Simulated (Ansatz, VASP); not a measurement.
**One calculation of GaAs, two programs**

Contents of INCAR:

```
SYSTEM = GaAs
  PREC = Accurate
  ENCUT = 600
  EDIFF = 1E-6
  ISMEAR = 0
  SIGMA = 0.01
  LREAL = .FALSE.
  LASPH = .TRUE.
  NELM = 80
  ALGO = Normal
  ISIF = 3
  LWAVE = .FALSE.
  LCHARG = .FALSE.
  GGA = CA
  IBRION = 2
  NSW = 100
  EDIFFG = -0.005
```

KPOINTS

```
Automatic mesh
0
G
  12 12 12
  0 0 0
```

File POSCAR:

```
GaAs
1.0
    0.0000000000      2.8268500000      2.8268500000
    2.8268500000      0.0000000000      2.8268500000
    2.8268500000      2.8268500000      0.0000000000
Ga As
1 1
Direct
    0.0000000000      0.0000000000      0.0000000000
    0.7500000000      0.7500000000      0.7500000000
```

Input for Ansatz:

```yaml
crystal:
  lattice:
    - [0.0, 2.82685, 2.82685]
    - [2.82685, 0.0, 2.82685]
    - [2.82685, 2.82685, 0.0]
  atoms:
    - { symbol: Ga, position: [0.0, 0.0, 0.0] }
    - { symbol: As, position: [0.75, 0.75, 0.75] }
basis:
  ecutwfc: 420
kpoints:
  mp_grid: { grid: [12, 12, 12] }
hamiltonian:
  xc: lda
scf:
  occupations: { method: gaussian, width: 0.01 }
output:
  forces: true
  stress: true
  eigenvalues: true
  write_density: true
  write_potential: true
  elf: true
  volumetric_format: npy
relax:
  adjacent_minimum: "off"
  f_tol: 0.005
  max_steps: 80
  cell: { stress_tol: 0.05 }
```

Alike in both runs: task relaxation of cell and atoms; functional LDA; k mesh 12 × 12 × 12; occupations gaussian, width 0.01 eV; no spin polarisation.

|  | VASP | Ansatz |
| --- | --- | --- |
| version | VASP 6.6.1 | Ansatz 0.2.0 |
| potentials or method | VASP PAW LDA potentials, release 64 (Ga_d, As) | scalar-relativistic, plane waves, PAW |
| plane-wave cutoff (eV) | 600 | 420 |
| valence electrons in the cell | 18 | 28 |

VASP gave:

```
gap on the k mesh at the Fermi level, each at its own relaxed structure (eV) : 0.50
relaxed volume (Å³/atom)                                                     : 22.08
relaxed cell length with the largest relative difference (Å)                 : 3.967
energy change over the relaxation (meV/atom)                                 : -3
```

Which values does Ansatz return?

gap on the k mesh at the Fermi level, each at its own relaxed structure (eV): 0.49; relaxed volume (Å³/atom): 21.98; relaxed cell length with the largest relative difference (Å): 3.962; energy change over the relaxation (meV/atom): -4.

The two sets of potentials don't hold the same shells in valence.

A k mesh can miss the band edges. Zero-point motion and thermal expansion aren't in these numbers. LDA usually gives volumes a few per cent too small.
